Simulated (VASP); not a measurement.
# InP (F-43m) in VASP: single point with PBEsol

Aim: the single point of InP with PBEsol.

All numbers are computed with VASP 6.6.1; they aren't measurements. Logs are shortened: lines on timing, memory, paths and dates and some standing lists are left out, and cuts for length are marked.

**Experimental background.**

From a printed reference work, data compilation, for a bulk crystal of InP at 1.6 K: band gap 1.4236 eV (direct).

The results are compared with them further down.

## 1. The cell of the first run

Symmetry: F-43m, No. 216, cubic system. The conventional cell has a = 5.908 Å, b = 5.908 Å, c = 5.908 Å, α = 90.00°, β = 90.00°, γ = 90.00°. In (site symmetry -43m) has 4 P at 2.56 Å within 3.4 Å. Within 3.4 Å of P (site symmetry -43m) lie 4 In at 2.56 Å.

## 2. Single point, PBEsol

INCAR reads:

```
SYSTEM = InP
PREC = Accurate
ENCUT = 500
EDIFF = 1E-6
ISMEAR = 0
SIGMA = 0.05
LREAL = .FALSE.
LASPH = .TRUE.
NELM = 120
ALGO = Normal
ISIF = 2
LWAVE = .FALSE.
LCHARG = .FALSE.
GGA = PS
NBANDS = 16
GGA_COMPAT = .FALSE.
```

KPOINTS reads:

```
Automatic mesh
0
G
  6 6 6
  0 0 0
```

POSCAR reads:

```
InP
1.0
    0.0000000000      2.9538133435      2.9538133435
    2.9538133435      0.0000000000      2.9538133435
    2.9538133435      2.9538133435      0.0000000000
In P
1 1
Direct
    0.0000000000      0.0000000000      0.0000000000
    0.2500000000      0.2500000000      0.2500000000
```

Potentials or basis: VASP PAW PBE potentials, release 64 (In_d, P).

The run is started by

```sh
$ cat potpaw_PBE.64/In_d/POTCAR potpaw_PBE.64/P/POTCAR > POTCAR
$ mpirun -np 1 vasp_std > vasp.out
```

OUTCAR:

```text
SYSTEM = InP
   PREC = Accurate
   ENCUT = 500
   EDIFF = 1E-6
   ISMEAR = 0
   LREAL = .FALSE.
   LASPH = .TRUE.
   NELM = 120
   ISIF = 2
   GGA = PS

 ion  position               nearest neighbor table
   1  0.000  0.000  0.000-   2 2.56   2 2.56   2 2.56   2 2.56
   2  0.250  0.250  0.250-   1 2.56   1 2.56   1 2.56   1 2.56

  LATTYP: Found a face centered cubic cell.
 ALAT       =     5.9076266870

  Lattice vectors:

 A1 = (   0.0000000000,   2.9538133435,   2.9538133435)
 A2 = (   2.9538133435,   0.0000000000,   2.9538133435)
 A3 = (   2.9538133435,   2.9538133435,   0.0000000000)

Analysis of symmetry for initial positions (statically):
=====================================================================
 Subroutine PRICEL returns:
 Original cell was already a primitive cell.

 Routine SETGRP: Setting up the symmetry group for a
 face centered cubic supercell.

 Subroutine GETGRP returns: Found 24 space group operations
 (whereof 24 operations were pure point group operations)
 out of a pool of 48 trial point group operations.

The static configuration has the point symmetry T_d .

Analysis of symmetry for dynamics (positions and initial velocities):
=====================================================================
 Subroutine PRICEL returns:
 Original cell was already a primitive cell.

 Routine SETGRP: Setting up the symmetry group for a
 face centered cubic supercell.

 Subroutine GETGRP returns: Found 24 space group operations
 (whereof 24 operations were pure point group operations)
 out of a pool of 48 trial point group operations.

The dynamic configuration has the point symmetry T_d .

 Subroutine INISYM returns: Found 24 space group operations
 (whereof 24 operations are pure point group operations),
 and found     1 'primitive' translations

----------------------------------------------------------------------------------------

                                     Primitive cell

  volume of cell :      51.5441

  direct lattice vectors                    reciprocal lattice vectors
     0.000000000  2.953813343  2.953813343    -0.169272714  0.169272714  0.169272714
     2.953813343  0.000000000  2.953813343     0.169272714 -0.169272714  0.169272714
     2.953813343  2.953813343  0.000000000     0.169272714  0.169272714 -0.169272714

  length of vectors
     4.177322891  4.177322891  4.177322891     0.293188940  0.293188940  0.293188940

  position of ions in fractional coordinates (direct lattice)
     0.000000000  0.000000000  0.000000000
     0.250000000  0.250000000  0.250000000

  ion indices of the primitive-cell ions
   primitive index   ion index
                 1           1
                 2           2

----------------------------------------------------------------------------------------

 KPOINTS: Automatic mesh

Automatic generation of k-mesh.
 Grid dimensions read from file:
 generate k-points for:    6    6    6

 Generating k-lattice:

  Cartesian coordinates                     Fractional coordinates (reciprocal lattice)
    -0.028212119  0.028212119  0.028212119     0.166666667  0.000000000  0.000000000
     0.028212119 -0.028212119  0.028212119     0.000000000  0.166666667  0.000000000
     0.028212119  0.028212119 -0.028212119     0.000000000  0.000000000  0.166666667

  Length of vectors
     0.048864823  0.048864823  0.048864823

  Shift w.r.t. Gamma in fractional coordinates (k-lattice)
     0.000000000  0.000000000  0.000000000

 Subroutine IBZKPT returns following result:
 ===========================================

 Found     16 irreducible k-points:

 Following reciprocal coordinates:
            Coordinates               Weight
  0.000000  0.000000  0.000000      1.000000
  0.166667  0.000000  0.000000      8.000000
  0.333333  0.000000  0.000000      8.000000
  0.500000  0.000000  0.000000      4.000000
  0.166667  0.166667  0.000000      6.000000
  0.333333  0.166667  0.000000     24.000000
[... 8 lines left out ...]
 -0.333333  0.333333  0.166667     24.000000
 -0.333333  0.500000  0.166667     12.000000
   k-points           NKPTS =     16   k-points in BZ     NKDIM =     16   number of bands    NBANDS=     16
   number of dos      NEDOS =    301   number of ions     NIONS =      2
   total plane-waves  NPLWV =  27000
   dimension x,y,z NGX =    30 NGY =   30 NGZ =   30
   dimension x,y,z NGXF=    60 NGYF=   60 NGZF=   60
   ions per type =               1   1
   NGX,Y,Z   is equivalent  to a cutoff of  11.94, 11.94, 11.94 a.u.
   NGXF,Y,Z  is equivalent  to a cutoff of  23.88, 23.88, 23.88 a.u.
 SYSTEM =  InP
   PREC   = accura    normal or accurate (medium, high low for compatibility)
   ISTART =      0    job   : 0-new  1-cont  2-samecut
   ICHARG =      2    charge: 1-file 2-atom 10-const
   ISPIN  =      1    spin polarized calculation?
   LNONCOLLINEAR =      F non collinear calculations
   LSORBIT =      F    spin-orbit coupling
   LASPH  =      T    aspherical Exc in radial PAW
   ENCUT  =  500.0 eV  36.75 Ry    6.06 a.u.   7.62  7.62  7.62*2*pi/ulx,y,z
   NELM   =    120;   NELMIN=  2; NELMDL= -5     # of ELM steps
   EDIFF  = 0.1E-05   stopping-criterion for ELM
   LREAL  =      F    real-space projection
   EDIFFG = 0.1E-04   stopping-criterion for IOM
   NSW    =      0    number of steps for IOM
   IBRION =     -1    ionic relax: 0-MD 1-quasi-New 2-CG
   NFREE  =      0    steps in history (QN), initial steepest desc. (CG)
   ISIF   =      2    stress and relaxation
   ISYM   =      2    0-nonsym 1-usesym 2-fastsym
   POTIM  = 0.5000    time-step for ionic-motion
   TEBEG  =    0.0;   TEEND  =   0.0 temperature during run
   PSTRESS=    0.0 pullay stress
   NELECT =      18.0000    total number of electrons
   NUPDOWN=      -1.0000    fix difference up-down
   EMIN   =  10.00;   EMAX   =-10.00  energy-range for DOS
   EFERMI =   0.00;   METHOD = LEGACY
   ISMEAR =     0;   SIGMA  =   0.05  broadening in eV -4-tet -1-fermi 0-gaus
   EFERMI_NEDOS =   21; number of points for ismear=-14 and -15
   IALGO  =     38    algorithm
   IMIX   =      4    mixing-type and parameters
     AMIX     =   0.40;   BMIX     =  1.00
     AMIX_MAG =   1.60;   BMIX_MAG =  1.00
  volume/ion in A,a.u.               =      25.77       173.92
  Fermi-wavevector in a.u.,A,eV,Ry     =   1.152850  2.178570 18.082986  1.329062
  Thomas-Fermi vector in A             =   2.289498
   LORBIT       =      0    0 simple, 1 ext, 2 COOP (PROOUT), +10 PAW based schemes
   GGA     = PS    functional components
   LHFCALC =     F    Hartree Fock is set to
   AEXX    =    0.0000 exact exchange contribution
   IVDW    =     0    specifies the selected vdW correction
   LEPSILON=     F    determine dielectric tensor
   LRPA    =     F    only Hartree local field effects (RPA)
 non-spin polarized calculation
 Gauss-broadening in eV      SIGMA  =   0.05
  energy-cutoff  :      500.00
  volume of cell :       51.54
 maximum number of plane-waves:      1363
   NGX = 15   NGY = 15   NGZ = 15

 number of electron      17.9999996 magnetization

 Free energy of the ion-electron system (eV)
  ---------------------------------------------------
  ext. energy  EPLUGINS =         0.00000000
  ---------------------------------------------------
  free energy    TOTEN  =        -9.14077466 eV

  energy without entropy =       -9.14077466  energy(sigma->0) =       -9.14077466

 E-fermi :   5.1196     XC(G=0):  -9.3723

 val. band max:        4.8416067171   @ k =   0.0000   0.0000   0.0000
 cond. band min:       5.3260792836   @ k =   0.0000   0.0000   0.0000
 fundamental gap:      0.4844725664
 Fermi energy:         5.1195887501

 k-point     1 :       0.0000    0.0000    0.0000
  band No.  band energies     occupation
      1      -9.2689      2.00000
      2      -9.2689      2.00000
      3      -9.2689      2.00000
      4      -9.1263      2.00000
      5      -9.1263      2.00000
      6      -6.5459      2.00000
[... 8 lines left out ...]
     15      14.2286      0.00000
     16      14.2286      0.00000

 k-point     2 :       0.1667    0.0000    0.0000
  band No.  band energies     occupation
      1      -9.2983      2.00000
      2      -9.2572      2.00000
      3      -9.2572      2.00000
      4      -9.1258      2.00000
      5      -9.1258      2.00000
      6      -6.2415      2.00000
[... 8 lines left out ...]
     15      13.3742      0.00000
     16      14.0426      0.00000

 k-point     3 :       0.3333    0.0000    0.0000
  band No.  band energies     occupation
      1      -9.3532      2.00000
      2      -9.2387      2.00000
      3      -9.2387      2.00000
      4      -9.1198      2.00000
      5      -9.1198      2.00000
      6      -5.4561      2.00000
[... 8 lines left out ...]
     15      13.8404      0.00000
     16      13.8404      0.00000

 k-point     4 :       0.5000    0.0000    0.0000
  band No.  band energies     occupation
      1      -9.3792      2.00000
      2      -9.2325      2.00000
      3      -9.2325      2.00000
      4      -9.1136      2.00000
      5      -9.1136      2.00000
      6      -4.8730      2.00000
[... 8 lines left out ...]
     15      15.3891      0.00000
     16      15.3891      0.00000
[... 172 lines left out ...]
 k-point    14 :       0.5000    0.3333    0.1667
  band No.  band energies     occupation
      1      -9.3918      2.00000
      2      -9.2181      2.00000
      3      -9.2006      2.00000
      4      -9.1445      2.00000
      5      -9.1091      2.00000
      6      -4.8437      2.00000
[... 8 lines left out ...]
     15      15.7528      0.00000
     16      16.4415      0.00000

 k-point    15 :      -0.3333    0.3333    0.1667
  band No.  band energies     occupation
      1      -9.4008      2.00000
      2      -9.2186      2.00000
      3      -9.1905      2.00000
      4      -9.1394      2.00000
      5      -9.1137      2.00000
      6      -4.3784      2.00000
[... 8 lines left out ...]
     15      15.7391      0.00000
     16      16.2781      0.00000

 k-point    16 :      -0.3333    0.5000    0.1667
  band No.  band energies     occupation
      1      -9.4193      2.00000
      2      -9.2015      2.00000
      3      -9.1784      2.00000
      4      -9.1529      2.00000
      5      -9.1058      2.00000
      6      -4.1796      2.00000
[... 8 lines left out ...]
     15      15.9887      0.00000
     16      16.6583      0.00000

------------------------ aborting loop because EDIFF is reached ----------------------------------------

  FORCE on cell =-STRESS in cart. coord.  units (eV):
  Direction    XX          YY          ZZ          XY          YZ          ZX
  --------------------------------------------------------------------------------------
  -------------------------------------------------------------------------------------
  Total       -0.3166524     -0.3166524     -0.3166524     -0.0000000      0.0000000      0.0000000
  in kB       -9.8426992     -9.8426992     -9.8426992     -0.0000000      0.0000000      0.0000000
  external PRESSURE =      -9.8426992 kB  Pullay stress =       0.0000000 kB

 VOLUME and BASIS-vectors are now :
 -----------------------------------------------------------------------------
  energy-cutoff  :      500.00
  volume of cell :       51.54
      direct lattice vectors                 reciprocal lattice vectors
     0.000000000  2.953813343  2.953813343    -0.169272714  0.169272714  0.169272714
     2.953813343  0.000000000  2.953813343     0.169272714 -0.169272714  0.169272714
     2.953813343  2.953813343  0.000000000     0.169272714  0.169272714 -0.169272714

 POSITION                                       TOTAL-FORCE (eV/Angst)
 -----------------------------------------------------------------------------------
      0.00000      0.00000      0.00000         0.000000      0.000000     -0.000000
      1.47691      1.47691      1.47691        -0.000000     -0.000000      0.000000
 -----------------------------------------------------------------------------------
    total drift:                                0.000000      0.000000     -0.000000

  FREE ENERGIE OF THE ION-ELECTRON SYSTEM (eV)
  ---------------------------------------------------
  free  energy   TOTEN  =        -9.1407746576 eV

  energy  without entropy=       -9.1407746576  energy(sigma->0) =       -9.14077466
```

Wall time 8.3 s (1 thread of AMD EPYC 7R13 (Zen 3), shared host); peak memory 0.14 GiB.

What came out:

```
Free energy            : -9.1408 eV
Pressure               : -1.0 GPa
Band gap on the k mesh : 0.48 eV, direct
```

Caveat: the PAW data sets were made with another functional, which shifts forces and pressure a little; spin-orbit coupling is left out, which moves the levels of the heavy elements.

## 3. Against experiment

Step 2. Against the measured gap of InP, 1.4236 eV (direct; 1.6 K; a printed reference work, data compilation), the calculated 0.48 eV is off by -0.94 eV. Spin-orbit coupling on In is left out. The value is that of PBEsol, without temperature or zero-point motion. Semilocal functionals fall short of measured gaps as a rule.
